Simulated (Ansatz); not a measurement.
# Sb: rattling a relaxed structure

The cell was reached from a generator's guess, though it ends in a space group that the Crystallography Open Database lists for this formula.

Method: Ansatz, DFT PBE, scalar-relativistic, plane waves, PAW. Cutoff 420 eV; k points 18×18×18 on the computed 1-atom cell (Γ-centred); Gaussian smearing, width 0.10 eV; no spin polarisation.

The cell below (1 atom, space group Pm-3m (No. 221)) is relaxed within its symmetry.

```cif
data_structure
_symmetry_space_group_name_H-M 'P 1'
_symmetry_Int_Tables_number 1
_cell_length_a 3.1096
_cell_length_b 3.1096
_cell_length_c 3.1095
_cell_angle_alpha 90.000
_cell_angle_beta 90.000
_cell_angle_gamma 90.000
_cell_volume 30.07
loop_
_atom_site_label
_atom_site_type_symbol
_atom_site_fract_x
_atom_site_fract_y
_atom_site_fract_z
_atom_site_occupancy
Sb1 Sb 0.50000 0.50000 0.00000 1
```

For the test a repeat of it with 4 atoms (edges 3.11, 6.22, 6.22 Å) was strained at random (σ = 1.5 % a component), the atoms were moved at random (σ = 0.10 Å), and all was relaxed again on a coarse 8×4×4 mesh (in the run’s order of axes) with 0.20 eV smearing, with no symmetry imposed.

Spin–orbit coupling, which can matter for Sb, is left out.

Question: Is the structure stable against such a distortion?

Answer: It returns, within 1 meV/atom of the unmoved cell on that mesh and with the same symmetry when read at 0.1 Å (P-1 at 0.01 Å, so small strains and shifts remain). No instability shows in this cell; modes of other wave vectors, which need another repeat, aren't tested.
